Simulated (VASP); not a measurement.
# C (P6_3/mmc) in VASP: further runs, part 2 of 2

VASP 6.6.1.

## Step 4: Single point, r2SCAN

This run uses another cell than the first one, of 9.26 Å³/atom, 0.856 times its volume.

Input file POSCAR:

```
C
1.0
    2.4557104124      0.0000000000      0.0000000000
   -1.2278552062      2.1267076015      0.0000000000
    0.0000000000      0.0000000000      7.0895173909
C
4
Direct
    0.0000000000      0.0000000000      0.2500000000
    0.0000000000      0.0000000000      0.7500000000
    0.3333333333      0.6666666667      0.2500000000
    0.6666666667      0.3333333333      0.7500000000
```

Input file INCAR.step1:

```
SYSTEM = C
ALGO     = Normal         ! electronic algorithm
EDIFF    = 1E-4           ! SCF threshold, eV
ENCUT    = 520            ! plane-wave cutoff, eV
GGA      = PE             ! functional
ISMEAR   = 0              ! smearing method
LASPH    = .True.         ! aspherical terms in the spheres
LCHARG   = .False.        ! write CHGCAR
LREAL    = .False.        ! projectors in reciprocal space
LWAVE    = .True.         ! write WAVECAR
NBANDS   = 16             ! bands
NELM     = 80             ! most SCF steps
PREC     = Accurate       ! precision mode
SIGMA    = 0.05           ! smearing width, eV
```

Input file INCAR.step2:

```
SYSTEM = C
ALGO     = Normal         ! electronic algorithm
EDIFF    = 1E-7           ! SCF threshold, eV
ENCUT    = 520            ! plane-wave cutoff, eV
ISIF     = 2              ! what is computed and relaxed
ISMEAR   = 0              ! smearing method
ISTART   = 1            
LASPH    = .True.         ! aspherical terms in the spheres
LCHARG   = .False.        ! write CHGCAR
LMIXTAU  = .True.       
LREAL    = .False.        ! projectors in reciprocal space
LWAVE    = .False.        ! write WAVECAR
METAGGA  = R2SCAN         ! meta-GGA
NBANDS   = 16             ! bands
NELM     = 80             ! most SCF steps
PREC     = Accurate       ! precision mode
SIGMA    = 0.05           ! smearing width, eV
```

Input file KPOINTS:

```
k-points
0
Gamma
  10 10 4
  0 0 0
```

Command:

```console
cat potpaw_PBE.64/C/POTCAR > POTCAR
cp INCAR.step1 INCAR
mpirun -np 1 vasp_std > vasp.out
cp INCAR.step2 INCAR
mpirun -np 1 vasp_std > vasp.out
```

Wall time 53 s (1 thread of Intel Xeon 6975P-C (Granite Rapids), shared host); peak memory 0.14 GiB.

It converged, with:

```
Free energy            : -39.7605 eV
Pressure               : 0.6 GPa
Band gap on the k mesh : 1.56 eV, direct
```

Stress tensor (GPa, compression positive):
```
 1.02  0.00  0.00
 0.00  1.02  0.00
 0.00  0.00 -0.10
```

Levels at points of the mesh, in eV from the valence-band top:
```
           k point  band 5  band 6  band 7  band 8  band 9  band 10  band 11  band 12
(0.00, 0.00, 0.00)   -2.51   -2.51   -2.50   -2.50    4.67     9.42     9.42     9.45
(0.50, 0.00, 0.00)   -6.14   -6.11   -2.13   -1.60    2.30     2.89     8.34     8.62
(0.00, 0.00, 0.50)   -2.51   -2.51   -2.51   -2.51    7.02     7.02     9.44     9.44
(0.50, 0.00, 0.50)   -6.12   -6.12   -1.83   -1.83    2.47     2.47     8.48     8.48
```

Caveat: the PAW data sets were made with another functional, which shifts forces and pressure a little. r2SCAN opens gaps a little over a GGA but as a rule still falls short of measured ones.

## Step 5: Single point, r2SCAN

This run uses another cell than the first one, of 9.26 Å³/atom, 0.856 times its volume.

POSCAR is that of step 4.

Input file INCAR.step1:

```
SYSTEM = C
  ALGO = Normal
  EDIFF = 1E-4
  ENCUT = 520
  GGA = PE
  ISMEAR = 0
  LASPH = .TRUE.
  LCHARG = .FALSE.
  LREAL = .FALSE.
  LWAVE = .TRUE.
  NBANDS = 16
  NELM = 100
  PREC = Accurate
  SIGMA = 0.05
```

Input file INCAR.step2:

```
SYSTEM = C
  ALGO = Normal
  EDIFF = 1E-6
  ENCUT = 520
  ISIF = 2
  ISMEAR = 0
  ISTART = 1
  LASPH = .TRUE.
  LCHARG = .FALSE.
  LMIXTAU = .TRUE.
  LREAL = .FALSE.
  LWAVE = .FALSE.
  METAGGA = R2SCAN
  NBANDS = 16
  NELM = 100
  PREC = Accurate
  SIGMA = 0.05
```

Input file KPOINTS:

```
k-points
0
G
  10 10 4
  0 0 0
```

Command:

```console
cat potpaw_PBE.64/C/POTCAR > POTCAR
cp INCAR.step1 INCAR
mpirun -np 1 vasp_std > vasp.out
cp INCAR.step2 INCAR
mpirun -np 1 vasp_std > vasp.out
```

Wall time 42 s (1 thread of Intel Xeon 6975P-C (Granite Rapids), shared host); peak memory 0.14 GiB.

It converged, with:

| Property | Result |
| --- | --- |
| Free energy | -39.7605 eV |
| Pressure | 0.6 GPa |
| Band gap on the k mesh | 1.56 eV, direct |

Stress tensor (GPa, compression positive):
```
 1.02  0.00  0.00
 0.00  1.02  0.00
 0.00  0.00 -0.11
```

Levels at points of the mesh, in eV from the valence-band top:
```csv
k point,band 6,band 7,band 8,band 9,band 10,band 11
"(0.00, 0.00, 0.00)",-2.51,-2.50,-2.50,4.67,9.42,9.42
"(0.50, 0.00, 0.00)",-6.11,-2.13,-1.60,2.30,2.89,8.34
"(0.00, 0.00, 0.50)",-2.51,-2.51,-2.51,7.02,7.02,9.44
"(0.50, 0.00, 0.50)",-6.12,-1.83,-1.83,2.47,2.47,8.48
```

Caveat: the PAW data sets were made with another functional, which shifts forces and pressure a little. r2SCAN opens gaps a little over a GGA but as a rule still falls short of measured ones.

## Step 6: Relaxation of shape and atoms at fixed volume, r2SCAN

This run uses another cell than the first one, of 9.26 Å³/atom, 0.856 times its volume.

Input file POSCAR:

```
C
1.0
    2.4540246381      0.0000000000      0.0000000000
   -1.2270123190      2.1252476781      0.0000000000
    0.0000000000      0.0000000000      7.0992609210
C
4
Direct
    0.0000000000      0.0000000000      0.2500000000
    0.0000000000      0.0000000000      0.7500000000
    0.3333333333      0.6666666667      0.2500000000
    0.6666666667      0.3333333333      0.7500000000
```

Input file INCAR.step1:

```
PREC = Accurate
ENCUT = 600
ISMEAR = 0
SIGMA = 0.05
LREAL = False
LASPH = True
NELM = 60
GGA = PE
ALGO = Normal
EDIFF = 1E-4
LWAVE = True
LCHARG = False
```

Input file INCAR.step2:

```
PREC = Accurate
ENCUT = 600
EDIFF = 1E-6
ISMEAR = 0
SIGMA = 0.05
LREAL = False
LASPH = True
NELM = 60
ALGO = Normal
ISIF = 4
LWAVE = False
LCHARG = False
METAGGA = R2SCAN
LMIXTAU = True
IBRION = 2
NSW = 60
EDIFFG = -0.01
ISTART = 1
```

Input file KPOINTS:

```
regular mesh
0
Gamma
  10 10 4
```

Potentials or basis: VASP PAW PBE potentials, release 64 (C).

Command:

```console
cat potpaw_PBE.64/C/POTCAR > POTCAR
cp INCAR.step1 INCAR
mpirun -np 1 vasp_std > vasp.out
cp INCAR.step2 INCAR
mpirun -np 1 vasp_std > vasp.out
```

Wall time 1.7 min (1 thread of Intel Xeon 6975P-C (Granite Rapids), shared host); peak memory 0.16 GiB.

The run converged. Its results:

- Free energy: -39.7734 eV
- Energy gained by relaxing: 0.1 meV/atom
- Ionic steps: 3
- Pressure after relaxing: -0.4 GPa
- Band gap on the k mesh: 1.55 eV, direct

The path:
| step | energy change (eV) | largest force (eV/Å) | pressure (GPa) | volume (Å³) |
| --- | --- | --- | --- | --- |
| 1 | 0.0000 | 0.0000 | 0.73 | 37.03 |
| 2 | -0.0005 | 0.0000 | -0.58 | 37.03 |
| 3 | -0.0006 | 0.0000 | -0.37 | 37.03 |

Final structure:
```cif
data_structure
_symmetry_space_group_name_H-M 'P 1'
_symmetry_Int_Tables_number 1
_cell_length_a 2.4574
_cell_length_b 2.4574
_cell_length_c 7.0796
_cell_angle_alpha 90.000
_cell_angle_beta 90.000
_cell_angle_gamma 120.000
_cell_volume 37.03
loop_
_atom_site_label
_atom_site_type_symbol
_atom_site_fract_x
_atom_site_fract_y
_atom_site_fract_z
_atom_site_occupancy
C1 C 0.00000 0.00000 0.25000 1
C2 C 0.00000 0.00000 0.75000 1
C3 C 0.33333 0.66667 0.25000 1
C4 C 0.66667 0.33333 0.75000 1
```

Levels at points of the mesh, in eV from the valence-band top:
| k point | band 4 | band 5 | band 6 | band 7 | band 8 | band 9 | band 10 | band 11 | band 12 |
| --- | --- | --- | --- | --- | --- | --- | --- | --- | --- |
| (0.00, 0.00, 0.00) | -6.61 | -2.52 | -2.52 | -2.51 | -2.51 | 4.69 | 9.40 | 9.40 | 9.43 |
| (0.50, 0.00, 0.00) | -13.35 | -6.14 | -6.11 | -2.13 | -1.60 | 2.30 | 2.89 | 8.32 | 8.59 |
| (0.00, 0.00, 0.50) | -7.44 | -2.51 | -2.51 | -2.51 | -2.51 | 7.05 | 7.05 | 9.42 | 9.42 |
| (0.50, 0.00, 0.50) | -13.38 | -6.12 | -6.12 | -1.83 | -1.83 | 2.47 | 2.47 | 8.45 | 8.45 |

Caveat: the PAW data sets were made with another functional, which shifts forces and pressure a little. r2SCAN opens gaps a little over a GGA but as a rule still falls short of measured ones.

## Step 7: Overview

| task | level | cell | cutoff (eV) | gap on the mesh (eV) | pressure (GPa) | relaxed volume (Å³/atom) |
| --- | --- | --- | --- | --- | --- | --- |
| single point | PBE | P6_3/mmc, 10.81 Å³/atom | 520 | 1.80 | 0.4 | - |
| relaxation of cell and atoms | PBE | relaxed | 600 | 1.74 | 0.0 | 10.46 |
| single point | r2SCAN | P6_3/mmc, 9.26 Å³/atom | 520 | 1.56 | 0.6 | - |
| relaxation of shape and atoms at fixed volume | r2SCAN | relaxed at fixed volume | 600 | 1.55 | -0.4 | 9.26 |

Alike in all rows: potentials or basis VASP PAW PBE potentials, release 64 (C); no spin polarisation; k mesh 10 × 10 × 4; smearing gaussian 0.05 eV.

Caveats: the PAW data sets were made with another functional, which shifts forces and pressure a little (some runs); this functional lacks dispersion, which binds the layers, so the pressure and a relaxed spacing across them are unreliable (some runs); the volume moved by over 15 % at a fixed basis, so the end points are rough (some runs); this functional lacks dispersion, which binds the layers, so the pressure and a relaxed spacing across them are unreliable, and here the layers came unbound (some runs).

Absolute energies hang on the potentials; compare differences alone.
